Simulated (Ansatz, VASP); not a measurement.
**SnO: VASP beside Ansatz**

```
Sn O
1.0
     3.79259    0.00000    0.00000
     0.00000    3.79259    0.00000
     0.00000    0.00000    4.61564
Sn O
2 2
Direct
  0.00000 0.50000 0.24724
  0.50000 0.00000 0.75276
  0.50000 0.50000 0.00000
  0.00000 0.00000 0.00000
```

Change from the starting cell: uniaxial_z strain -3.0%.

Alike in both runs: task single point; functional r2SCAN; k mesh 6 × 6 × 6; occupations fermi-dirac, width 0.02 eV; no spin polarisation.

|  | VASP | Ansatz |
| --- | --- | --- |
| version | VASP 6.6.1 | Ansatz 0.2.0 |
| potentials or method | VASP PAW PBE potentials, release 64 (Sn_d, O) | plane waves, PAW |
| plane-wave cutoff (eV) | 520 | 500 |
| valence electrons in the cell | 40 | 40 |

VASP gave:

- pressure (GPa): 2.6
- largest component of the traceless stress (GPa): 0.70
- rms of the force components (eV/Å): 0.050

Question: Which values does Ansatz return?

Answer: Pressure (GPa): 2.0; largest component of the traceless stress (GPa): 0.75; rms of the force components (eV/Å): 0.010.

Atom by atom the forces differ by 0.060 eV/Å (rms over components). With one functional, cell and mesh, what is left measures potentials, basis and numerics.

Caveats: the PAW data sets were made with another functional, which shifts forces and pressure a little (VASP).
